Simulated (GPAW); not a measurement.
Runs of GPAW 26.7.0 on HfN. The structure is cubic, space group Fm-3m (No. 225). The conventional cell has a = 4.512 Å, b = 4.512 Å, c = 4.512 Å, α = 90.00°, β = 90.00°, γ = 90.00°. Around Hf (site symmetry m-3m) lie 6 N at 2.26 Å. N (site symmetry m-3m) has 6 Hf at 2.26 Å as nearest neighbours. 

| task | level | potentials or basis | cell | k mesh | cutoff (eV) | maxiter | optimizer | fmax | max steps | convergence | gap on the mesh (eV) | pressure (GPa) | relaxed volume (Å³/atom) |
| --- | --- | --- | --- | --- | --- | --- | --- | --- | --- | --- | --- | --- | --- |
| relaxation of cell and atoms | PBEsol+D3(BJ) | PAW data sets generated in the run's folder for this functional, pw | relaxed | 10 × 10 × 10 | 800 | 150 | BFGS | 0.02 eV/Å | 60 | density=1e-05 forces=0.0001 | none | 0.1 | 11.20 |
| relaxation of cell and atoms | PBEsol+D3 | PAW data sets generated in the run's folder for this functional, pw | relaxed | 10 × 10 × 10 | 800 | 150 | BFGS | 0.02 eV/Å | 60 | density=1e-05 forces=0.0001 | none | 0.1 | 11.23 |
| relaxation of cell and atoms | PBEsol+D3(BJ)+ATM | PAW data sets generated in the run's folder for this functional, pw | relaxed | 10 × 10 × 10 | 800 | 150 | BFGS | 0.02 eV/Å | 60 | density=1e-05 forces=0.0001 | none | 0.1 | (a) |
| single point | LDA | the program's PAW data sets (release 1.2.1) made for this functional, pw | as given | 8 × 8 × 8 | 650 | 120 | - | - | - | default | none | (b) | - |
| relaxation of cell and atoms | PBEsol+D4 | PAW data sets generated in the run's folder for this functional, pw | relaxed | 10 × 10 × 10 | 800 | 150 | BFGS | 0.02 eV/Å | 60 | density=1e-05 forces=0.0001 | none | 0.0 | 11.31 |
| relaxation of cell and atoms | PBEsol | PAW data sets generated in the run's folder for this functional, pw | relaxed | 10 × 10 × 10 | 800 | 150 | BFGS | 0.02 eV/Å | 60 | density=1e-05 forces=0.0001 | none | 0.0 | 11.42 |

Alike in all rows: no spin polarisation; smearing fermi-dirac 0.05 eV.

Estimate the missing entries.

(a) 11.24; (b) -11.9.

Caveats: later steps reuse the first step's grids (some runs); pairwise dispersion overbinds metals, which lowers pressure and volume (some runs); the cutoff is short for stress and forces, so pressures can be off by a GPa or more (some runs).

A k mesh can miss the band edges, and the runs leave out spin-orbit coupling on Hf.

A gap of «none» marks a metal or a gap under the smearing width.
